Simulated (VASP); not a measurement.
A run of VASP 6.6.1:

Contents of INCAR:

```
SYSTEM = AgCl
  ALGO = Normal
  EDIFF = 1E-7
  ENCUT = 520
  GGA = PS
  ISIF = 2
  ISMEAR = 0
  LASPH = .TRUE.
  LCHARG = .TRUE.
  LELF = .TRUE.
  LREAL = .FALSE.
  LVHAR = .TRUE.
  LWAVE = .FALSE.
  NBANDS = 16
  NELM = 100
  PREC = Accurate
  SIGMA = 0.05
```

The input KPOINTS:

```
k-points
0
G
  8 8 8
  0 0 0
```

Contents of POSCAR:

```
AgCl
1.0
    0.0000000000      2.7731500000      2.7731500000
    2.7731500000      0.0000000000      2.7731500000
    2.7731500000      2.7731500000      0.0000000000
Ag Cl
1 1
Direct
    0.5000000000      0.5000000000      0.5000000000
    0.0000000000      0.0000000000     -0.1622703424
```

Potentials or basis: VASP PAW PBE potentials, release 64 (Ag, Cl).

Command:

```console
$ cat potpaw_PBE.64/Ag/POTCAR potpaw_PBE.64/Cl/POTCAR > POTCAR
$ mpirun -np 1 vasp_std > vasp.out
```

Hardware: 1 thread of AMD EPYC 7R13 Processor (Zen 3), on a shared host.

Q: Estimate the wall time of this run.

A: Wall time 70 s on 1 thread of AMD EPYC 7R13 Processor (Zen 3), with other jobs on the host, peak memory 0.18 GiB. Counts: scf iterations 13, k points 95.
